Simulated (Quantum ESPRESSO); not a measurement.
A calculation with Quantum ESPRESSO 7.5 of ZnCu (native input, structure typed inline):

pw.in

```
&CONTROL
  calculation = 'scf'
  prefix = 'pwscf'
  outdir = './tmp'
  pseudo_dir = './pseudo'
  tprnfor = .true.
  tstress = .true.
  disk_io = 'low'
/
&SYSTEM
  ibrav = 0
  nat = 2
  ntyp = 2
  ecutwfc = 55
  ecutrho = 440
  nbnd = 23
  occupations = 'smearing'
  smearing = 'fd'
  degauss = 0.00367493
/
&ELECTRONS
  conv_thr = 4d-10
  electron_maxstep = 120
  mixing_beta = 0.5
/
ATOMIC_SPECIES
Zn    65.3800 Zn_pbe_v1.uspp.F.UPF
Cu    63.5460 Cu.paw.z_11.ld1.psl.v1.0.0-low.upf
CELL_PARAMETERS angstrom
   2.9450000000    0.0000000000    0.0000000000
   0.0000000000    2.9450000000    0.0000000000
   0.0000000000    0.0000000000    2.9450000000
ATOMIC_POSITIONS crystal
Zn     0.5000000000    0.5000000000    0.5000000000
Cu     0.0000000000    0.0000000000    0.0000000000
K_POINTS automatic
9 9 9 0 0 0
```

The input pp_density.in:

```
&INPUTPP
  prefix = 'pwscf'
  outdir = './tmp'
  filplot = 'density.dat'
  plot_num = 0
/
&PLOT
  nfile = 1
  filepp(1) = 'density.dat'
  iflag = 3
  output_format = 6
  fileout = 'density.cube'
/
```

pp_potential.in

```
&INPUTPP
  prefix = 'pwscf'
  outdir = './tmp'
  filplot = 'potential.dat'
  plot_num = 11
/
&PLOT
  nfile = 1
  filepp(1) = 'potential.dat'
  iflag = 3
  output_format = 6
  fileout = 'potential.cube'
/
```

Potentials or basis: SSSP 1.3 efficiency PBE.

The run is started by

```console
$ OMP_NUM_THREADS=1 pw.x -in pw.in > pw.out
$ OMP_NUM_THREADS=1 pp.x -in pp_density.in > pp_density.out
$ OMP_NUM_THREADS=1 pp.x -in pp_potential.in > pp_potential.out
```

Problem. Write the same calculation in another form: ASE script, Cartesian positions.

Solution. As run:

File run.py:

```python
import numpy as np
from ase.calculators.espresso import Espresso, EspressoProfile
from ase.io import read

atoms = read('ZnCu.xyz')

input_data = {
    'control': {'calculation': 'scf', 'prefix': 'pwscf', 'outdir': './tmp', 'tprnfor': True, 'tstress': True, 'disk_io': 'nowf'},
    'system': {'ecutwfc': 55.0, 'ecutrho': 440.0, 'nbnd': 23, 'occupations': 'smearing', 'smearing': 'fd', 'degauss': 0.00367493},
    'electrons': {'conv_thr': 4e-10, 'electron_maxstep': 120, 'mixing_beta': 0.5},
}
pseudopotentials = {'Zn': 'Zn_pbe_v1.uspp.F.UPF', 'Cu': 'Cu.paw.z_11.ld1.psl.v1.0.0-low.upf'}
profile = EspressoProfile(command='pw.x', pseudo_dir='pseudo')
dft = Espresso(profile=profile, input_data=input_data, pseudopotentials=pseudopotentials, kpts=(9, 9, 9), koffset=(0, 0, 0))
atoms.calc = dft

print(f'energy {atoms.get_potential_energy():.8f} eV')
print('forces (eV/A)')
print(np.round(atoms.get_forces(), 6))
print('stress (eV/A^3, Voigt)')
print(np.round(atoms.get_stress(), 8))
print(f'Fermi level {dft.get_fermi_level():.4f} eV')
```

ZnCu.xyz

```xyz
2
Lattice="2.9450000000 0.0000000000 0.0000000000 0.0000000000 2.9450000000 0.0000000000 0.0000000000 0.0000000000 2.9450000000" Properties=species:S:1:pos:R:3 pbc="T T T"
Zn     1.4725000000      1.4725000000      1.4725000000
Cu     0.0000000000      0.0000000000      0.0000000000
```

Potentials or basis: SSSP 1.3 efficiency PBE.

Run with:

```sh
$ OMP_NUM_THREADS=1 python run.py
```

Both were run:

|  | native input, structure typed inline | ASE script, Cartesian positions |
| --- | --- | --- |
| Pressure | 2.3 GPa | 2.3 GPa |
| Band gap on the k mesh | none (metal or under the smearing width) | none (metal or under the smearing width) |

Keys that steer only the numerical path or the files written may differ.
